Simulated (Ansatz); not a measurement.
# TiO2 (1T sheet): the cost of one run

Program: Ansatz 0.2.0. Level of theory: DFT PBE, scalar-relativistic, plane waves, PAW. These are calculated values, not measurements.

2 further runs of the same task are left out: 2 set aside as unsound or not needed.

### Step 1. Starting point

The structure is trigonal, space group P-3m1 (No. 164). Conventional cell: a = 2.989 Å, b = 2.989 Å, c = 28.683 Å, α = 90.00°, β = 90.00°, γ = 120.00°. Around Ti (site symmetry -3m) lie 6 O at 1.98 Å. O (site symmetry 3m) has 3 Ti at 1.98 Å as nearest neighbours.

Structure file:

```cif
data_structure
_symmetry_space_group_name_H-M 'P 1'
_symmetry_Int_Tables_number 1
_cell_length_a 2.9895
_cell_length_b 2.9895
_cell_length_c 28.6827
_cell_angle_alpha 90.000
_cell_angle_beta 90.000
_cell_angle_gamma 120.000
_cell_volume 222.00
loop_
_atom_site_label
_atom_site_type_symbol
_atom_site_fract_x
_atom_site_fract_y
_atom_site_fract_z
_atom_site_occupancy
Ti1 Ti 0.33333 0.66667 0.31378 1
O1 O 0.66667 0.33333 0.34741 1
O2 O 0.00000 0.00000 0.28014 1
```

This sheet was relaxed beforehand with the same method; its gap on the mesh is 2.73 eV.

### Step 2. Next: the zigzag ribbon, N = 4, edge spins started parallel

The ribbon is cut from the relaxed sheet, periodic along c; N counts formula units a period. The edge energy is the mean of both edges over the sheet, -1212.7728 eV an atom.

The cell holds 4 Ti, 8 O: a = 18.500 Å, b = 11.200 Å, c = 2.989 Å, α = 90.00°, β = 90.00°, γ = 90.00°.

### Step 3. The relaxation run

Pressure and volume refer to the whole cell with its vacuum; only the period along c may change.

Contents of input.yaml:

```yaml
crystal:
  lattice:
    - [18.5, 0.0, 0.0]
    - [0.0, 11.2, 0.0]
    - [0.0, 0.0, 2.9894972421]
  atoms:
    - { symbol: Ti, position: [0.2900826576, 0.5, 0.5], spin: 1.0 }
    - { symbol: Ti, position: [0.4300275525, 0.5, 0.0] }
    - { symbol: Ti, position: [0.5699724475, 0.5, 0.5] }
    - { symbol: Ti, position: [0.7099173424, 0.5, 0.0], spin: 1.0 }
    - { symbol: O, position: [0.2434343593, 0.5861354248, 0.0], spin: 1.0 }
    - { symbol: O, position: [0.3833792542, 0.5861354248, 0.5] }
    - { symbol: O, position: [0.5233241492, 0.5861354248, 0.0] }
    - { symbol: O, position: [0.6632690441, 0.5861354248, 0.5] }
    - { symbol: O, position: [0.3367309559, 0.4138645752, 0.0] }
    - { symbol: O, position: [0.4766758508, 0.4138645752, 0.5] }
    - { symbol: O, position: [0.6166207458, 0.4138645752, 0.0] }
    - { symbol: O, position: [0.7565656407, 0.4138645752, 0.5], spin: 1.0 }
basis:
  ecutwfc: 420
kpoints:
  mp_grid: { grid: [1, 1, 18] }
hamiltonian:
  xc: pbe
scf:
  occupations: { method: gaussian, width: 0.05 }
output:
  forces: true
  stress: true
  eigenvalues: true
  populations: true
  write_density: true
  write_potential: true
  elf: true
  volumetric_format: npy
magnetization:
  spin_polarized: true
relax:
  adjacent_minimum: "off"
  f_tol: 0.02
  max_steps: 45
  cell: { fix: [a, b, alpha, beta, gamma], stress_tol: 0.03 }
```

Launch:

```
ansatz run input.yaml --threads 4 --pin off --max-ram 11264MiB --backend cpu --events-out ev --progress --plain --runs-dir out
```

Q: Estimate wall time and peak memory on 4 threads of Intel Xeon 6975P-C (Granite Rapids), shared host.

About 2.3 min, with a peak of 1.7 GiB.
